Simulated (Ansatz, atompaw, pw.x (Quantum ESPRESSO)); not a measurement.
**Ti (bcc): variants of one PAW (atompaw) potential in the solid**

```
Element                 : titanium
Generator               : atompaw 4.2.0.5
Type                    : PAW
Functional              : PBE
Relativity              : scalar-relativistic
Frozen core             : [Ne]
Valence charge          : 12
Reference configuration : 3s2 3p6 3d2 4s2 4p0
Partial waves           : 3s (bound): rc 1.15 bohr; 4s (bound): rc 1.65 bohr; 3p (bound): rc 1.15 bohr; 4p (bound, empty): rc 2.50 bohr; 3d (bound): rc 2.50 bohr; 3d channel at 4.15 Ry: rc 2.50 bohr
Local potential         : bessel scheme, radius 1.85 bohr
Core correction         : smooth core density matched at 2.05 bohr
Augmentation charge     : sinc compensation charge, radius 2.45 bohr; PAW radius 2.50 bohr; waves and projectors: custom rrkj gramschmidtortho
```

Crystal test: bcc Ti in pw.x 7.5, no spin, 14³ k-points, Fermi–Dirac smearing 0.01 Ry, cutoffs set for each file from its atomic test. The reference is all-electron LAPW (Ansatz 0.2.0) with the same functional, mesh and smearing; V0 and B0 come from Birch–Murnaghan fits to the pressures at five volumes. Errors are pseudo minus all-electron; Δ is the rms difference of the E(V) curves that follow from these fits, minima aligned, over ±6 % about the mean V0. Mesh and smearing are coarse, so the numbers serve the comparison and aren't converged zero-temperature values; the lattice is a test structure that the element need not adopt.

All-electron: a0 = 3.264 Å (V0 = 17.38 Å³/atom), B0 = 104.1 GPa.

Base: This is a poor potential for the solid.

2 further variants are left out: they gave no file fit for a test, a broken result, the same result as the base, or pressures whose basis-set error rivals the error shown.

| change | cutoffs (Ry) | pw.x | a0 (Å) | a0 error (%) | B0 error (%) | Δ (meV/atom) | mean pressure error (GPa) |
| --- | --- | --- | --- | --- | --- | --- | --- |
| base | 120/900 | converged | 3.299 | +1.09 | +1.0 | 13.2 | +3.68 |
| core [Ar], valence charge 4; reference 3d2.5 4s1.5 4p0; waves now 4s (bound): rc 3.00 bohr; 4s channel at 4 Ry: rc 3.00 bohr; 4p (bound): rc 3.00 bohr; 4p channel at 2.6 Ry: rc 3.00 bohr; 3d (bound): rc 1.80 bohr; 3d channel at 5 Ry: rc 3.00 bohr; local potential bessel scheme, radius 2.30 bohr; core correction smooth core density matched at 2.45 bohr; augmentation sinc compensation charge, radius 2.20 bohr; PAW radius 3.00 bohr; waves and projectors: custom rrkj gramschmidtortho | 50/500 | converged | 3.254 | -0.29 | +7.2 | 3.5 | -0.91 |
| core correction smooth core density matched at 2.22 bohr | 120/900 | converged | 3.299 | +1.09 | +1.0 | 13.2 | +3.68 |
| local potential troulliermartins scheme with l = 3 at 0 Ry, radius 1.85 bohr | 120/900 | converged | 3.272 | +0.27 | -2.3 | 3.1 | +0.82 |
